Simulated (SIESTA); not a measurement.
Crystal: Zn.

```
CELL_PARAMETERS angstrom
2.67000 0.00000 0.00000
-1.33500 2.31229 0.00000
0.00000 0.00000 4.96600
ATOMIC_POSITIONS crystal
Zn 0.66667 0.33333 0.75000
Zn 0.33333 0.66667 0.25000
```

Program: SIESTA 5.4.2. Alike in all runs: no spin polarisation; cell as given; k mesh 11 × 11 × 6; smearing fermi-dirac 0.05 eV; grid cutoff 800 Ry; energy shift 0.003 Ry.

Task: Order these runs on this cell by their pressure, lowest first.
A. level PBEsol; potentials or basis PseudoDojo 0.4 standard (PBEsol files), DZP (energy shift 0.003 Ry; two zetas on semicore shells)
B. level LDA; potentials or basis PseudoDojo 0.4 standard (LDA files), DZP (energy shift 0.003 Ry; two zetas on semicore shells)
C. level PBE; potentials or basis PseudoDojo 0.4 standard (PBE files), DZP (energy shift 0.003 Ry; two zetas on semicore shells)

Result: B (-12.3 GPa), A (-9.0 GPa), C (-4.1 GPa).

Caveats: short orbitals over semicore shells can move pressures by several GPa; the basis of atomic orbitals isn't converged, which shifts pressures, moduli and gaps.

Not every run made on this cell is shown here.
